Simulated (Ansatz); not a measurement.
**Sc: pressure against volume**

An exercise on one series of results from a longer session: the logs are not shown, and one member is left open.

This is Sc in the diamond structure; at room conditions it is hcp.

Computed with Ansatz 0.2.0 (DFT PBE, scalar-relativistic, unless a step's input says otherwise).

## The starting structure

It takes space group Fd-3m (No. 227, cubic). The conventional cell has a = 6.459 Å, b = 6.459 Å, c = 6.459 Å, α = 90.00°, β = 90.00°, γ = 90.00°. Sc (site symmetry -43m) has 4 Sc at 2.80 Å as nearest neighbours.

Structure file:

```cif
data_structure
_symmetry_space_group_name_H-M 'P 1'
_symmetry_Int_Tables_number 1
_cell_length_a 4.5675
_cell_length_b 4.5675
_cell_length_c 4.5675
_cell_angle_alpha 60.000
_cell_angle_beta 60.000
_cell_angle_gamma 60.000
_cell_volume 67.38
loop_
_atom_site_label
_atom_site_type_symbol
_atom_site_fract_x
_atom_site_fract_y
_atom_site_fract_z
_atom_site_occupancy
Sc1 Sc 0.00000 0.00000 0.00000 1
Sc2 Sc 0.25000 0.25000 0.25000 1
```

The cell was relaxed by PAW from a hypothetical start (diamond type); it needn't be the stable phase of this composition.

Atoms are numbered in the order of the input: Sc1, Sc2.

Set-up of the first run:

Contents of input.yaml:

```yaml
crystal:
  lattice:
    - [0.0, 3.1643531195, 3.1643531195]
    - [3.1643531195, 0.0, 3.1643531195]
    - [3.1643531195, 3.1643531195, 0.0]
  atoms:
    - { symbol: Sc, position: [0.0, 0.0, 0.0] }
    - { symbol: Sc, position: [0.25, 0.25, 0.25] }
kpoints:
  mp_grid: { grid: [10, 10, 10] }
scf:
  occupations: { method: fermi_dirac, width: 0.03 }
hamiltonian:
  xc: pbe
  pseudopotentials: { kind: all_electron, lapw: { basis_error: 0.00025 } }
output:
  forces: true
  stress: true
  eigenvalues: true
```

On the command line:

```console
ansatz run input.yaml --threads 1 --pin off --max-ram 2048MiB --backend cpu --events-out ev --progress --plain --runs-dir out
```

Among the steps run: Volume × 0.9405, LAPW; Volume × 0.9405, PAW; Volume × 0.9405, crystal datasets; Volume × 0.97, LAPW; Volume × 0.97, PAW; Volume × 1.03, LAPW; Volume × 1.03, PAW; Volume × 1.06, LAPW; Volume × 1.06, PAW; Volume × 1.06, crystal datasets.

One of the session's tables, all rows but one given; the rest of the session is left out.

It belongs to the step «Fits». 

```
          method  volume (Å³/atom)  pressure (GPa)
            LAPW            31.685               ?
            LAPW            32.679            0.43
            LAPW            33.690            0.00
            LAPW            34.700           -0.18
            LAPW            35.711           -0.30
             PAW            31.685            1.05
             PAW            32.679            0.43
             PAW            33.690            0.01
             PAW            34.700           -0.17
             PAW            35.711           -0.29
crystal datasets            31.685            1.05
crystal datasets            33.690            0.00
crystal datasets            35.711           -0.30
```

**Question.** Estimate the row for LAPW, 31.685.

**Answer.** pressure (GPa): 1.04. In the column «pressure (GPa)» it lies between PAW, 32.679 (0.43) and PAW, 31.685 (1.05).

Caveats from the session: Warnings in the runs' records: crystal datasets made, printed levels off.
